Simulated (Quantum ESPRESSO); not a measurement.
**P under changes of volume**

One of the cells (14.345 Å³/atom); the others are scaled copies at fixed shape and fractional positions:

```xyz
2
Lattice="2.4247 0.0000 0.0000 0.0000 2.4385 0.0000 -0.0203 0.0000 4.8524" Properties=species:S:1:pos:R:3 pbc="T T T"
P    -0.0152    0.0000    3.6365
P     2.4196    0.0000    1.2159
```

This isn't the form of P at room conditions, which is orthorhombic.

- Program: Quantum ESPRESSO 7.5
- Functional: PBE
- Potentials or basis: SSSP 1.3 efficiency PBE
- Cutoff: 748 eV
- Density cutoff: 5987 eV
- k mesh: 11 × 11 × 6
- Occupations: fermi-dirac, width 0.05 eV
- Spin: no spin polarisation

```tsv
volume (Å³/atom)	energy over the lowest point (meV/atom)	pressure (GPa)	largest force (eV/Å)
13.485	36.83	10.9	0.018
13.772	?	?	?
14.059	8.51	5.1	0.010
14.345	1.94	2.4	0.006
14.632	0.00	0.0	0.003
14.919	1.79	-1.8	0.001
15.206	6.45	-3.5	0.000
```

Task: What does the run at 13.772 Å³/atom give?

Result: Energy over the lowest point 20.19 meV/atom; pressure 7.9 GPa; largest force 0.014 eV/Å.

Worked out: A Birch-Murnaghan fit of order 3 (a polynomial in V^(-2/3)) to the other rows has its minimum at 14.64 Å³/atom with B0 = V·E''(V) = 105 GPa and B' = 6.7 at fixed shape and positions, which overstates the stiffness. It gives 19.73 meV/atom at 13.772 Å³/atom, against the run's 20.19, and -dE/dV = 7.9 GPa, against 7.9.

Energies are extrapolated to zero smearing.
